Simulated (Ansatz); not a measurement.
# AlAs: the cell at several levels of theory

One table from this session's results is given with a row withheld; the runs are named, their logs left out.

Program: Ansatz 0.2.0. PAW datasets, plane waves, zero pressure. No spin polarisation and no zero-point or thermal motion.

## Starting point

This is the cell as the run starts from it, not yet at rest; its lengths are not the crystal's.

The symmetry is F-43m (No. 216, cubic); conventional cell a = 5.424 Å, 19.95 Å³ an atom. Around Al lie 4 As at 2.35 Å; around As lie 4 Al at 2.35 Å.

As a file:

```
CELL_PARAMETERS angstrom
0.00000 2.71205 2.71205
2.71205 0.00000 2.71205
2.71205 2.71205 0.00000
ATOMIC_POSITIONS crystal
Al 0.00000 0.00000 0.00000
As 0.25000 0.25000 0.25000
```

The first run:

File input.yaml:

```yaml
crystal:
  lattice:
    - [0.0, 2.7120451545, 2.7120451545]
    - [2.7120451545, 0.0, 2.7120451545]
    - [2.7120451545, 2.7120451545, 0.0]
  atoms:
    - { symbol: Al, position: [0.0, 0.0, 0.0] }
    - { symbol: As, position: [0.25, 0.25, 0.25] }
kpoints:
  mp_grid: { grid: [8, 8, 8] }
hamiltonian:
  xc: pbe
scf:
  occupations: { method: fermi_dirac, width: 0.02 }
relax:
  f_tol: 0.005
  cell: {}
output:
  write_density: true
  write_potential: true
  elf: true
  volumetric_format: npy
```

On the command line:

```bash
> ansatz run input.yaml --threads 4 --pin off --max-ram 7372MiB --backend cpu --events-out ev --progress --plain --runs-dir out
```

Steps of the session up to this table: Relaxing with PBE; Relaxation with r2SCAN; Relaxing with PBEsol; LDA: cell and atoms; Relaxing with HSE06.

One of the session's tables, all rows but one given; the rest of the session is left out.

| level | a (Å) | volume (Å³/atom) |
| --- | --- | --- |
| PBE | 5.728 | 23.496 |
| r2SCAN | 5.678 | 22.880 |
| PBEsol | 5.675 | 22.841 |
| LDA | ? | ? |
| HSE06 | 5.682 | 22.936 |

**Question.** Estimate the row for LDA.

The run gave: a (Å): 5.629; volume (Å³/atom): 22.290. In the column «a (Å)» it is the lowest.

**Reading.** From the start to the first minimum the volume moved by +17.8 %. The volume runs from LDA (least) to PBE (most), a spread of 5.4 %, or 1.8 % in length if all axes shared it alike. A measured a is 5.66139 Å (291 K; a printed reference work, data compilation); the misses are PBE +1.2 %, r2SCAN +0.3 %, PBEsol +0.2 %, LDA -0.6 %, HSE06 +0.4 %. The calculation is for a static lattice, without the thermal expansion and zero-point motion that a measured cell holds. The meshes differ: PBE 8×8×8, r2SCAN 8×8×8, PBEsol 8×8×8, LDA 8×8×8, HSE06 6×6×6.

**Measured values.**

From a printed reference work, data compilation, for a bulk crystal of AlAs at 291 K: lattice constant a 5.66139 Å.
